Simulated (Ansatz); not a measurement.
# GaS: the cell at several levels of theory, part 2 of 3

Ansatz 0.2.0, plane waves. Earlier steps stand in the parts before.

## Step 3: Relaxing with r2SCAN+rVV10

It starts from the cell of step 2.

Input file input.yaml:

```yaml
crystal:
  lattice:
    - [3.5899992847, 0.0, 0.0]
    - [-1.7949996423, 3.1090305801, 0.0]
    - [0.0, 0.0, 15.4506922481]
  atoms:
    - { symbol: Ga, position: [0.3333333333, 0.6666666667, 0.1707832508] }
    - { symbol: Ga, position: [0.6666666667, 0.3333333333, 0.6707832508] }
    - { symbol: Ga, position: [0.3333333333, 0.6666666667, 0.3292167492] }
    - { symbol: Ga, position: [0.6666666667, 0.3333333333, 0.8292167492] }
    - { symbol: S, position: [0.3333333333, 0.6666666667, 0.6003454255] }
    - { symbol: S, position: [0.6666666667, 0.3333333333, 0.1003454255] }
    - { symbol: S, position: [0.3333333333, 0.6666666667, 0.8996545745] }
    - { symbol: S, position: [0.6666666667, 0.3333333333, 0.3996545745] }
kpoints:
  mp_grid: { grid: [12, 12, 2] }
hamiltonian:
  xc: r2scan
  dispersion: rvv10
scf:
  occupations: { method: fermi_dirac, width: 0.02 }
relax:
  f_tol: 0.005
  cell: {}
output:
  write_density: true
  write_potential: true
  elf: true
  volumetric_format: npy
```

Started as:

```
ansatz run input.yaml --threads 8 --pin off --max-ram 20275MiB --backend cpu --events-out ev --progress --plain --runs-dir out
```

What it wrote:

```text
Warning: RAYON_NUM_THREADS=8 ignored (pool sized by the plan → 8); use --threads N
Engine: ansatz 0.2.0, x86_64-unknown-linux-gnu
Pseudopotentials: kind: paw
Pseudopotential: Ga, paw, valence charge 13, recommended cutoff 500 eV (meta_gga), Ga.paw.azcp
Pseudopotential: S, paw, valence charge 6, recommended cutoff 500 eV (meta_gga), S.paw.azcp
Functional definition: r2SCAN+rVV10
  parameter k0 = 0.174
  parameter k1 = 0.065
  parameter a1 = 4.9479
  exchange = r2scan_x(k0 = k0, k1 = k1, a1 = a1)
  correlation = r2scan_c + rvv10(11.95, 0.0093)
Crystal: 8 atoms, lattice volume = 172.452 Å³
Basis set: ecut = 500 eV, 4437 PW (Γ), exchange–correlation on 120×120×512 points (64 copies of the dense FFT grid, shifted against one another)
Bands: 46, of which v1, the nominal top of the filled ones, is band 38 counted from 1 (37 counted from 0)
Symmetry: 24 space group operations
Space group: P63/mmc (ITA 194), of the structure as read, at distance tolerance 5.6e-5 Å
k-points: 38 of 288
Non-local potential: Ga, projectors of the file, l = 0: 2, l = 1: 2, l = 2: 3, l = 3: 1
Non-local potential: S, projectors of the file, l = 0: 2, l = 1: 2, l = 2: 2
PAW form: soft (Blöchl's): semilocal exchange-correlation on the pseudo side does not see the compensation charge
rVV10 density: all electrons in the spheres
PAW frozen core: Ga, regenerated for the run's functional (the file was generated under x = pbe(κ = 0.804, μ = 0.2195149727645171), c = pbe(β = 0.06672455060314922))
PAW frozen core: S, regenerated for the run's functional (the file was generated under x = pbe(κ = 0.804, μ = 0.2195149727645171), c = pbe(β = 0.06672455060314922))
PAW one-centre angular grid: Ga, 590 points (default); XC on 160 Gauss nodes
PAW one-centre angular grid: S, 302 points (default); XC on 160 Gauss nodes
Initial density: superposition of atomic densities (neutral atoms: chi_scale 0, normalization atom), corrected by the library's trained network
Initial wavefunctions: pseudopotential atomic-orbital guess
Functional: x = r2scan, c = r2scan + rvv10(b = 11.95, C = 0.0093); τ floored in thin density (d = 2e-4 eV/Å³)
SCF iter   1: F=—  HF=-18783.507552 eV  |F-HF|=—  |Δ(HF+E_count)|=         —  Δρ=8.87e-3  dr2=7.46e-2  dr2_τ=3.57e-2  ethr=1.77e-3  ⟨swp⟩=7.2  Hψ=7177  notcnv=0
preconditioner: auto → Resta (q_TF=auto, 2.380 Å⁻¹)  ε∞=3.7  [insulator: Δε(μ)=1.761 eV  Ē_g=14.936 eV  σ=0.020 eV  W_gap=1.00  n_scr=52 (ndim 8)  ℏωp=24.7 eV  f_vac=0.034  D(μ)=0.00/eV (n_scr^D=0)  ε∞_Penn≈3.7]
SCF iter   2: F=—  HF=-18783.549983 eV  |F-HF|=—  |Δ(HF+E_count)|=   4.24e-2  Δρ=2.67e-3  dr2=1.57e-2  dr2_τ=6.61e-4  ethr=9.82e-5  ⟨swp⟩=3.0  Hψ=3789  notcnv=0  defer=133
SCF iter   3: F=—  HF=-18783.546259 eV  |F-HF|=—  |Δ(HF+E_count)|=   3.72e-3  Δρ=2.14e-3  dr2=5.44e-3  dr2_τ=4.94e-5  ethr=2.06e-5  ⟨swp⟩=2.1  Hψ=3233  notcnv=0  defer=133
SCF iter   4: F=—  HF=-18783.545898 eV  |F-HF|=—  |Δ(HF+E_count)|=   3.61e-4  Δρ=2.85e-4  dr2=2.10e-4  dr2_τ=1.27e-5  ethr=7.16e-6  ⟨swp⟩=2.1  Hψ=2214  notcnv=0  defer=133
SCF iter   5: F=—  HF=-18783.545879 eV  |F-HF|=—  |Δ(HF+E_count)|=   1.88e-5  Δρ=9.03e-5  dr2=1.60e-5  dr2_τ=7.73e-7  ethr=2.76e-7  ⟨swp⟩=2.0  Hψ=2083  notcnv=0  defer=133
SCF iter   6: F=—  HF=-18783.545897 eV  |F-HF|=—  |Δ(HF+E_count)|=   1.72e-5  Δρ=3.11e-5  dr2=1.87e-6  dr2_τ=4.01e-8  ethr=2.11e-8  ⟨swp⟩=2.0  Hψ=3059  notcnv=0  defer=133
SCF iter   7: F=—  HF=-18783.545897 eV  |F-HF|=—  |Δ(HF+E_count)|=   8.52e-7  Δρ=5.56e-6  dr2=1.23e-7  dr2_τ=1.69e-9  ethr=2.47e-9  ⟨swp⟩=2.0  Hψ=2147  notcnv=0  defer=133
SCF iter   8: F=-18783.545897 eV  HF=-18783.545897 eV  |F-HF|=7.46e-10  |Δ(HF+E_count)|=   3.45e-9  Δρ=9.57e-7  dr2=1.54e-9  dr2_τ=3.93e-11  ethr=1.32e-10  ⟨swp⟩=8.0  Hψ=10814  notcnv=0
SCF 1 converged in 8 iterations: F = -18783.545897 eV  dr2 = 1.54e-9
relax step   1: F+E_penalty+E_count = -18783.54589748 eV  Δ(F+E_penalty+E_count) = +0.000e0 eV  max|allowed force component| = 2.357e-1 eV/Å  Δτ_max = 0.0000 Å  P = -1.000 GPa  Ω = 172.452 Å³  (8 SCF iters, dr2 threshold 1.00e-7 eV, accepted)
Crystal: 8 atoms, lattice volume = 175.668 Å³
Basis set: ecut = 500 eV, 4533 PW (Γ), exchange–correlation on 120×120×512 points (64 copies of the dense FFT grid, shifted against one another)
rVV10 density: all electrons in the spheres
Initial density: handed on by an earlier stage of this run
Initial wavefunctions: those handed on with the density
iter 1 solved again at ethr=3.15e-5 eV; its pass at ethr=3.10e-3 eV (dr2=2.40e-2 eV) is discarded
SCF iter   1: F=—  HF=-18783.421178 eV  |F-HF|=—  |Δ(HF+E_count)|=         —  Δρ=4.85e-3  dr2=2.40e-2  dr2_τ=8.73e-2  ethr=3.15e-5  ⟨swp⟩=2.3  Hψ=8720  notcnv=0
preconditioner: auto → Resta (q_TF=auto, 2.373 Å⁻¹)  ε∞=3.7  [insulator: Δε(μ)=1.926 eV  Ē_g=14.863 eV  σ=0.020 eV  W_gap=1.00  n_scr=52 (ndim 8)  ℏωp=24.4 eV  f_vac=0.060  D(μ)=0.00/eV (n_scr^D=0)  ε∞_Penn≈3.7]
SCF iter   2: F=—  HF=-18783.552480 eV  |F-HF|=—  |Δ(HF+E_count)|=   1.31e-1  Δρ=2.68e-3  dr2=6.23e-3  dr2_τ=1.84e-4  ethr=3.15e-5  ⟨swp⟩=4.0  Hψ=3946  notcnv=0  defer=1
SCF iter   3: F=—  HF=-18783.553379 eV  |F-HF|=—  |Δ(HF+E_count)|=   8.99e-4  Δρ=5.39e-4  dr2=5.66e-4  dr2_τ=3.89e-5  ethr=8.20e-6  ⟨swp⟩=3.0  Hψ=3492  notcnv=0  defer=5
SCF iter   4: F=—  HF=-18783.553490 eV  |F-HF|=—  |Δ(HF+E_count)|=   1.10e-4  Δρ=2.22e-4  dr2=7.16e-5  dr2_τ=1.09e-6  ethr=7.45e-7  ⟨swp⟩=2.0  Hψ=3184  notcnv=0  defer=5
SCF iter   5: F=—  HF=-18783.553497 eV  |F-HF|=—  |Δ(HF+E_count)|=   6.75e-6  Δρ=8.96e-5  dr2=1.55e-5  dr2_τ=3.10e-7  ethr=9.42e-8  ⟨swp⟩=2.0  Hψ=3180  notcnv=0  defer=5
SCF iter   6: F=—  HF=-18783.553497 eV  |F-HF|=—  |Δ(HF+E_count)|=   6.22e-7  Δρ=2.90e-5  dr2=2.90e-6  dr2_τ=7.68e-8  ethr=2.04e-8  ⟨swp⟩=2.0  Hψ=3181  notcnv=0  defer=5
SCF iter   7: F=-18783.553498 eV  HF=-18783.553498 eV  |F-HF|=6.35e-8  |Δ(HF+E_count)|=   8.25e-7  Δρ=9.03e-6  dr2=1.83e-7  dr2_τ=4.59e-9  ethr=1.05e-9  ⟨swp⟩=9.0  Hψ=11594  notcnv=0
SCF 2 converged in 7 iterations: F = -18783.553498 eV  dr2 = 1.83e-7
relax step   2: F+E_penalty+E_count = -18783.55349802 eV  Δ(F+E_penalty+E_count) = -7.601e-3 eV  max|allowed force component| = 5.323e-2 eV/Å  Δτ_max = 0.0717 Å  P = -0.334 GPa  Ω = 175.668 Å³  energy of the carried Pulay correction = -8.376e-4 eV  (7 SCF iters, dr2 threshold 8.00e-7 eV, accepted)
Crystal: 8 atoms, lattice volume = 173.085 Å³
Basis set: ecut = 500 eV, 4473 PW (Γ), exchange–correlation on 120×120×512 points (64 copies of the dense FFT grid, shifted against one another)
rVV10 density: all electrons in the spheres
iter 1 solved again at ethr=1.18e-5 eV; its pass at ethr=3.10e-3 eV (dr2=8.96e-3 eV) is discarded
SCF iter   1: F=—  HF=-18783.553503 eV  |F-HF|=—  |Δ(HF+E_count)|=         —  Δρ=2.16e-3  dr2=8.92e-3  dr2_τ=1.58e-2  ethr=1.18e-5  ⟨swp⟩=2.0  Hψ=8372  notcnv=0
preconditioner: auto → Resta (q_TF=auto, 2.379 Å⁻¹)  ε∞=3.7  [insulator: Δε(μ)=1.842 eV  Ē_g=14.913 eV  σ=0.020 eV  W_gap=1.00  n_scr=52 (ndim 8)  ℏωp=24.6 eV  f_vac=0.039  D(μ)=0.00/eV (n_scr^D=0)  ε∞_Penn≈3.7]
SCF iter   2: F=—  HF=-18783.560028 eV  |F-HF|=—  |Δ(HF+E_count)|=   6.52e-3  Δρ=1.26e-3  dr2=1.49e-3  dr2_τ=6.54e-5  ethr=1.17e-5  ⟨swp⟩=3.2  Hψ=2922  notcnv=0
SCF iter   3: F=—  HF=-18783.560164 eV  |F-HF|=—  |Δ(HF+E_count)|=   1.37e-4  Δρ=4.93e-4  dr2=2.85e-4  dr2_τ=5.26e-6  ethr=1.96e-6  ⟨swp⟩=3.0  Hψ=3413  notcnv=0  defer=1
SCF iter   4: F=—  HF=-18783.560249 eV  |F-HF|=—  |Δ(HF+E_count)|=   8.48e-5  Δρ=1.35e-4  dr2=2.36e-5  dr2_τ=4.59e-7  ethr=3.75e-7  ⟨swp⟩=2.0  Hψ=3200  notcnv=0
SCF iter   5: F=—  HF=-18783.560244 eV  |F-HF|=—  |Δ(HF+E_count)|=   5.34e-6  Δρ=5.03e-5  dr2=5.23e-6  dr2_τ=7.59e-8  ethr=3.10e-8  ⟨swp⟩=2.0  Hψ=2745  notcnv=0
SCF iter   6: F=-18783.560244 eV  HF=-18783.560244 eV  |F-HF|=1.00e-7  |Δ(HF+E_count)|=   4.39e-7  Δρ=1.57e-5  dr2=6.83e-7  dr2_τ=1.25e-8  ethr=1.00e-9  ⟨swp⟩=7.0  Hψ=13396  notcnv=0
SCF 3 converged in 6 iterations: F = -18783.560244 eV  dr2 = 6.83e-7
relax step   3: F+E_penalty+E_count = -18783.56024426 eV  Δ(F+E_penalty+E_count) = -6.746e-3 eV  max|allowed force component| = 6.088e-3 eV/Å  Δτ_max = 0.0298 Å  P = -0.087 GPa  Ω = 173.085 Å³  energy of the carried Pulay correction = -1.661e-4 eV  (6 SCF iters, dr2 threshold 7.61e-7 eV, accepted)
Crystal: 8 atoms, lattice volume = 172.693 Å³
Basis set: ecut = 500 eV, 4449 PW (Γ), exchange–correlation on 120×120×512 points (64 copies of the dense FFT grid, shifted against one another)
rVV10 density: all electrons in the spheres
iter 1 solved again at ethr=2.69e-7 eV; its pass at ethr=3.10e-3 eV (dr2=2.04e-4 eV) is discarded
SCF iter   1: F=—  HF=-18783.560175 eV  |F-HF|=—  |Δ(HF+E_count)|=         —  Δρ=2.43e-4  dr2=1.82e-4  dr2_τ=1.81e-4  ethr=2.69e-7  ⟨swp⟩=2.4  Hψ=8052  notcnv=0
preconditioner: auto → Resta (q_TF=auto, 2.379 Å⁻¹)  ε∞=3.7  [insulator: Δε(μ)=1.860 eV  Ē_g=14.905 eV  σ=0.020 eV  W_gap=1.00  n_scr=52 (ndim 8)  ℏωp=24.6 eV  f_vac=0.039  D(μ)=0.00/eV (n_scr^D=0)  ε∞_Penn≈3.7]
SCF iter   2: F=—  HF=-18783.560434 eV  |F-HF|=—  |Δ(HF+E_count)|=   2.59e-4  Δρ=1.47e-4  dr2=2.68e-5  dr2_τ=1.24e-6  ethr=2.39e-7  ⟨swp⟩=2.0  Hψ=2447  notcnv=0
SCF iter   3: F=—  HF=-18783.560446 eV  |F-HF|=—  |Δ(HF+E_count)|=   1.26e-5  Δρ=6.95e-5  dr2=7.04e-6  dr2_τ=7.84e-8  ethr=3.52e-8  ⟨swp⟩=2.7  Hψ=3228  notcnv=0
SCF iter   4: F=—  HF=-18783.560448 eV  |F-HF|=—  |Δ(HF+E_count)|=   1.17e-6  Δρ=1.87e-5  dr2=4.84e-7  dr2_τ=1.05e-8  ethr=9.26e-9  ⟨swp⟩=2.0  Hψ=3006  notcnv=0
SCF iter   5: F=—  HF=-18783.560447 eV  |F-HF|=—  |Δ(HF+E_count)|=   1.36e-7  Δρ=6.89e-6  dr2=1.07e-7  dr2_τ=1.67e-9  ethr=6.37e-10  ⟨swp⟩=2.0  Hψ=2794  notcnv=0
SCF iter   6: F=-18783.560447 eV  HF=-18783.560447 eV  |F-HF|=1.45e-9  |Δ(HF+E_count)|=   6.77e-9  Δρ=2.04e-6  dr2=1.13e-8  dr2_τ=2.07e-10  ethr=4.29e-11  ⟨swp⟩=7.9  Hψ=10676  notcnv=0
SCF 4 converged in 6 iterations: F = -18783.560447 eV  dr2 = 1.13e-8
relax step   4: F+E_penalty+E_count = -18783.56044745 eV  Δ(F+E_penalty+E_count) = -2.032e-4 eV  max|allowed force component| = 4.284e-4 eV/Å  Δτ_max = 0.0030 Å  P = -0.001 GPa  Ω = 172.693 Å³  energy of the carried Pulay correction = -6.335e-5 eV  (6 SCF iters, dr2 threshold 3.26e-8 eV, accepted)
rVV10 density: all electrons in the spheres
Initial wavefunctions: pseudopotential atomic-orbital guess (no wavefunctions were taken with the density)
iter 1 solved again at ethr=1.35e-7 eV; its pass at ethr=3.10e-3 eV (dr2=1.03e-4 eV) is discarded
SCF iter   1: F=—  HF=-18783.560513 eV  |F-HF|=—  |Δ(HF+E_count)|=         —  Δρ=1.13e-5  dr2=2.98e-8  dr2_τ=8.01e-8  ethr=1.35e-7  ⟨swp⟩=3.5  Hψ=12088  notcnv=0
eigensolver tolerance schedule: the retry pair's looser diagonalisation over-reported the residual by 3439.12 of it (diagonalisation noise at 0.18 of the residual, at the tolerance the schedule requests for it); recorded, not acted on — ethr = c·dr2/N_el stays at c = 1.0e-1
preconditioner: auto → Resta (q_TF=auto, 2.379 Å⁻¹)  ε∞=3.7  [insulator: Δε(μ)=1.863 eV  Ē_g=14.903 eV  σ=0.020 eV  W_gap=1.00  n_scr=52 (ndim 8)  ℏωp=24.6 eV  f_vac=0.039  D(μ)=0.00/eV (n_scr^D=0)  ε∞_Penn≈3.7]
SCF iter   2: F=—  HF=-18783.560535 eV  |F-HF|=—  |Δ(HF+E_count)|=   2.28e-5  Δρ=5.92e-6  dr2=1.10e-8  dr2_τ=6.50e-9  ethr=3.92e-11  ⟨swp⟩=2.8  Hψ=3426  notcnv=0
SCF iter   3: F=—  HF=-18783.560536 eV  |F-HF|=—  |Δ(HF+E_count)|=   8.36e-8  Δρ=5.32e-7  dr2=7.55e-10  dr2_τ=4.93e-11  ethr=1.45e-11  ⟨swp⟩=2.0  Hψ=2944  notcnv=0
SCF iter   4: F=—  HF=-18783.560536 eV  |F-HF|=—  |Δ(HF+E_count)|=  1.06e-10  Δρ=2.62e-7  dr2=1.41e-10  dr2_τ=8.58e-12  ethr=1.00e-12  ⟨swp⟩=2.0  Hψ=3192  notcnv=0
SCF iter   5: F=-18783.560536 eV  HF=-18783.560536 eV  |F-HF|=2.55e-11  |Δ(HF+E_count)|=  9.09e-11  Δρ=1.29e-7  dr2=2.56e-11  dr2_τ=9.31e-13  ethr=1.00e-12  ⟨swp⟩=6.1  Hψ=8961  notcnv=0
SCF 5 converged in 5 iterations: F = -18783.560536 eV  dr2 = 2.56e-11
relax step   5: F+E_penalty+E_count = -18783.56053552 eV  Δ(F+E_penalty+E_count) = -8.807e-5 eV  max|allowed force component| = 4.167e-4 eV/Å  Δτ_max = 0.0000 Å  P = -0.000 GPa  Ω = 172.693 Å³  stress off target by 3.32e-3 GPa  SCF on the basis re-selected at this cell (its energy is not comparable with the rows above)  (5 SCF iters)
basis re-selected at this cell: Δ(F+E_penalty+E_count) = -8.807e-5 eV, ΔP = +0.000 GPa vs the last step (what re-selecting the basis moved, of the pressure what is left beyond the Pulay correction that the steps carried, after the strain that the cell walked since its last selection, with what the two solves' SCF thresholds leave and, on support functions, any second-order correction that the steps lacked; it is no measure of the basis error at this ecutwfc). This SCF's stress stands 3.32e-3 GPa from its target on what of the cell is left free (relax.cell.stress_tol is 5.00e-2 GPa) and its largest allowed force component is 4.17e-4 eV/Å (relax.f_tol is 5.00e-3 eV/Å): within both
SCF converged after 5 iterations
Free energy (F): -18783.560536 eV
Harris-Foulkes:  -18783.560536 eV  (|F-HF|=2.55e-11)
Internal energy: -18783.560536 eV  (E = F + TS)
E sigma→0 (E₀):  -18783.560536 eV
Fermi energy:    6.995625 eV
--- Per-component energies (eV) ---
  E_band       = -362.285270
  E_kinetic    = 885.596465
  E_local      = -10182.805828  (includes V_loc(G=0)·N_el)
  E_nonlocal   = 1823.046270
  E_hartree    = 4708.594460
  E_xc         = -608.152036
  E_vxc        = -612.532607  (∫ρ·V_xc dr)
  E_paw        = -10455.112261  (= ΣΔE_a)
  E_vpaw       = -1722.962946  (= ΣTr[D̂ρ^β])
  E_aug_tail   = -0.000050  (compensation charges beyond the density's cutoff)
  E_vtau       = 30.184258  (kinetic-family band-sum trace: ∫τ·v_τ [+ j·A + Jᵃ·Aᵃ] dr)
  E_ewald      = -4951.676210
  E_core_change = -3.051346  (= ΣΔE_core)
  E_smearing   = -0.000000  (= −TS)
  E_closure    = -0.000000  (closes the sum)
  Σ components = -18783.560536   (vs F -18783.560536, Δ=0.00e0)
--- Forces (eV/Å), atoms counted from 1 ---
  atom   1  Ga    -0.00000000    -0.00000000     0.00025999
  atom   2  Ga     0.00000000     0.00000000     0.00025999
  atom   3  Ga    -0.00000000    -0.00000000    -0.00025999
  atom   4  Ga    -0.00000000     0.00000000    -0.00025999
  atom   5  S      0.00000000    -0.00000000     0.00041666
  atom   6  S     -0.00000000     0.00000000     0.00041666
  atom   7  S      0.00000000    -0.00000000    -0.00041666
  atom   8  S     -0.00000000     0.00000000    -0.00041666
  max |Σ_I F_I| component: 6.48e-17 eV/Å
--- Stress (GPa, compression-positive) ---
       -0.002308       0.000000       0.000000
       -0.000000      -0.002308       0.000000
        0.000000       0.000000       0.003324
  P = ⅓ Tr σ = -0.0004 GPa (-0.004 kbar)
--- Band table (eV; the first three rows and the last of 38) ---
  k-point 0: bands = ["-9.3741", "-9.3650", "-9.2082", "-9.2082", "-9.2081", "-9.2081", "-9.1482", "-9.1472", "-9.1472", "-9.1471", "-9.1471", "-9.1114", "-9.1073", "-9.1073", "-9.1072", "-9.1072", "-8.9427", "-8.9427", "-8.9426", "-8.9426", "-8.7521", "-8.5912", "-8.3535", "-8.1948", "-1.1059", "-0.6754", "1.4143", "2.5730", "4.3692", "4.3692", "4.4588", "4.4588", "4.4747", "4.4747", "4.5676", "4.5676", "4.6775", "6.0717", "8.3107", "8.9016", "9.4383", "9.6461", "11.0179", "11.0179", "11.1184", "11.1184"]
  k-point 1: bands = ["-9.3697", "-9.3697", "-9.2082", "-9.2082", "-9.2082", "-9.2082", "-9.1472", "-9.1472", "-9.1472", "-9.1472", "-9.1311", "-9.1311", "-9.1072", "-9.1072", "-9.1072", "-9.1072", "-8.9426", "-8.9426", "-8.9426", "-8.9426", "-8.6842", "-8.6842", "-8.2603", "-8.2603", "-0.9172", "-0.9172", "1.9469", "1.9469", "4.3972", "4.3972", "4.3972", "4.3972", "4.5379", "4.5379", "4.5379", "4.5379", "5.3969", "5.3969", "8.6723", "8.6723", "9.5286", "9.5286", "11.0652", "11.0652", "11.0652", "11.0652"]
  k-point 2: bands = ["-9.3875", "-9.3760", "-9.2476", "-9.2338", "-9.2302", "-9.2265", "-9.2054", "-9.2053", "-9.1424", "-9.1424", "-9.1098", "-9.1097", "-9.1055", "-9.1055", "-9.0578", "-9.0464", "-8.9432", "-8.9431", "-8.9354", "-8.9354", "-8.6361", "-8.4828", "-8.2757", "-8.1149", "-1.0383", "-0.6295", "1.4685", "2.5026", "3.8261", "3.9084", "4.0160", "4.1026", "4.2455", "4.3441", "4.3641", "4.4673", "4.8827", "6.0321", "8.7506", "9.2430", "9.8084", "10.0105", "10.7059", "10.8687", "11.1735", "11.2600"]
  k-point 37: bands = ["-9.5444", "-9.5444", "-9.4791", "-9.4791", "-9.2567", "-9.2567", "-9.2084", "-9.2084", "-9.1148", "-9.1148", "-9.0860", "-9.0860", "-9.0830", "-9.0830", "-8.9822", "-8.9822", "-8.9741", "-8.9741", "-8.8115", "-8.8115", "-6.5687", "-6.5687", "-6.4520", "-6.4520", "-1.4839", "-1.4839", "-0.5687", "-0.5687", "0.9338", "0.9338", "1.3846", "1.3846", "3.0065", "3.0065", "3.4800", "3.4800", "4.1078", "4.1078", "8.2951", "8.2951", "9.7002", "9.7002", "10.9323", "10.9323", "11.5407", "11.5407"]
--- Relaxed structure (4 steps of the walk, 4 accepted, 1 SCFs on fresh bases) ---
  F+E_penalty+E_count = -18783.56053552 eV   max|allowed force component| = 4.167e-4 eV/Å   (the final SCF, on the basis selected at the relaxed cell)
  cell:  # Å, volume = 172.6928 Å³
    - [3.5795071691536298, -2.87831471143516e-11, 0.0]
    - [-1.789753584551888, 3.099944141529957, 0.0]
    - [0.0, 0.0, 15.56313547350174]
  atoms:
    - { symbol: Ga, position: [0.3333333333333333, 0.6666666666666666, 0.17169531111832087] }
    - { symbol: Ga, position: [0.6666666666666667, 0.3333333333333333, 0.6716953111183208] }
    - { symbol: Ga, position: [0.3333333333333333, 0.6666666666666666, 0.32830468888167913] }
    - { symbol: Ga, position: [0.6666666666666667, 0.3333333333333333, 0.8283046888816794] }
    - { symbol: S, position: [0.3333333333333333, 0.6666666666666666, 0.6028570888809917] }
    - { symbol: S, position: [0.6666666666666667, 0.3333333333333333, 0.10285708888099154] }
    - { symbol: S, position: [0.3333333333333333, 0.6666666666666666, 0.8971429111190087] }
    - { symbol: S, position: [0.6666666666666667, 0.3333333333333333, 0.3971429111190085] }
```

Wall time 63 s (8 threads of Intel Xeon at 2.50GHz (Skylake/Cascade Lake), shared host); peak memory 1.5 GiB.

Step by step:

```
step  energy change (meV/atom)  largest force (eV/Å)  pressure (GPa)  volume (Å³/atom)
   1                       0.0                0.2357           -1.00            21.556
   2                      -1.0                0.0532           -0.33            21.958
   3                      -1.8                0.0061           -0.09            21.636
   4                      -1.8                0.0004            0.00            21.587
   5                      -1.8                0.0004            0.00            21.587
```

The table lists every geometry solved, with passes on a fresh basis, whose energies don't compare exactly with the rows above.

|  | before | after | change |
| --- | --- | --- | --- |
| a (Å) | 3.590 | 3.580 | -0.29 % |
| c (Å) | 15.451 | 15.563 | +0.73 % |
| volume (Å³/atom) | 21.556 | 21.587 | +0.14 % |
| shortest distance (Å) | 2.341 | 2.328 | -0.56 % |
| space group | P6_3/mmc | P6_3/mmc | same |

Density in a lattice plane of the grid's cell (edges 3.58 and 15.56 Å, at 0.333 of the third edge), which holds Ga and S.

Values in e/Å³, 12 rows by 6 columns:
```
 0.24  0.35  0.24  0.12  0.09  0.12
 0.21  0.19  0.21  2.00 48.99  1.98
 0.09  0.04  0.09  0.30  0.48  0.30
 0.21  0.19  0.21  2.00 48.99  1.98
 0.24  0.35  0.24  0.12  0.09  0.12
 0.03  0.02  0.03  0.04  0.04  0.04
 0.24  0.07  0.24  1.03  0.71  1.03
 0.24  0.24  0.21  0.38  0.52  0.38
 0.09  0.13  0.09  0.04  0.03  0.04
 0.24  0.24  0.21  0.38  0.52  0.38
 0.24  0.07  0.24  1.03  0.71  1.03
 0.03  0.02  0.03  0.04  0.04  0.04
```
Columns run along the first of these edges and rows up along the second, over one cell in 6 and 12 even steps from the bottom left corner. Atoms in the plane (fractional): Ga at (0.67, 0.67), Ga at (0.67, 0.83), S at (0.67, 0.10), S at (0.67, 0.40).

ELF in the same plane.

Ten even steps from '0' (0.01) to '9' (0.93):
```
575000
777212
464101
212202
303777
212202
464101
777212
575000
000131
505999
717808
414878
222232
363000
222232
414878
717808
505999
000131
```
Columns run along the first of these edges and rows up along the second, over one cell in 6 and 20 even steps from the bottom left corner. Atoms in the plane (fractional): Ga at (0.67, 0.67), Ga at (0.67, 0.83), S at (0.67, 0.10), S at (0.67, 0.40).

Both are smooth fields of the valence electrons: close to the nuclei they are not physical.

Maxima of ELF outside the ion cores: 0.94 beside S, off the lines to its neighbours, 1.0 Å from S; 0.88 on the S–Ga line, 0.8 Å from S; 0.73 between the atoms, 1.2 Å from Ga.

[end of part 2 of 3]
